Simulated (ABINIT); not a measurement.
Crystal: CuO.

```
Cu O
1.0
     1.99097   -2.15355    0.00000
     1.99097    2.15355    0.00000
     0.00000    0.00000    5.15593
Cu O
2 2
Cartesian
  0.9955 -1.0768 0.0000
  0.9955 1.0768 2.5780
  1.9910 0.0000 1.2890
  1.9910 0.0000 3.8669
```

Measurements of this composition are mostly on another form, of space group No. 15.

| Item | Value |
| --- | --- |
| Program | ABINIT 10.8.3 (patched build) |
| Task | relaxation of cell and atoms |
| Functional | PBEsol |
| Potentials or basis | JTH PAW PBE v2.0 |
| Cutoff | 707 eV |
| k mesh | 5 × 5 × 3 |
| Occupations | fermi-dirac, width 0.05 eV |
| Spin | no spin polarisation |

At the start: pressure -5.6 GPa; volume 11.05 Å³/atom.

**Question.** Where does the relaxation end?

**Answer.** Over 10 steps the energy falls by 8.5 meV/atom and the volume is 10.68 Å³/atom (-3.3 %); space group P4_2/mmc (No. 131, to 0.05 Å).

Step by step:
| step | energy change (eV) | largest force (eV/Å) | pressure (GPa) | volume (Å³) |
| --- | --- | --- | --- | --- |
| 1 | 0.0000 | 0.0000 | -5.60 | 44.21 |
| 2 | -0.0207 | 0.0000 | -2.88 | 43.46 |
| 3 | -0.0279 | 0.0000 | 0.16 | 42.69 |
| 4 | -0.0283 | 0.0000 | 0.09 | 42.70 |
| 5 | -0.0303 | 0.0000 | 0.00 | 42.62 |
| 6 | -0.0305 | 0.0000 | 0.04 | 42.61 |
| 7 | -0.0328 | 0.0000 | 0.26 | 42.59 |
| 8 | -0.0338 | 0.0000 | 0.29 | 42.63 |
| 9 | -0.0339 | 0.0000 | 0.12 | 42.69 |
| 10 | -0.0340 | 0.0000 | 0.01 | 42.74 |

Final structure:
```
CELL_PARAMETERS angstrom
2.04602 -2.04258 0.00000
2.04602 2.04258 0.00000
0.00000 0.00000 5.11295
ATOMIC_POSITIONS crystal
Cu 0.50000 0.00000 0.00000
Cu 0.00000 0.50000 0.50000
O 0.50000 0.50000 0.25000
O 0.50000 0.50000 0.75000
```

Caveat: the k mesh is coarse (spacing up to 0.43 Å⁻¹), so the values aren't converged; the PAW data sets were made with another functional, which shifts forces and pressure a little; the run has no spin polarisation, though such a crystal can be magnetic.
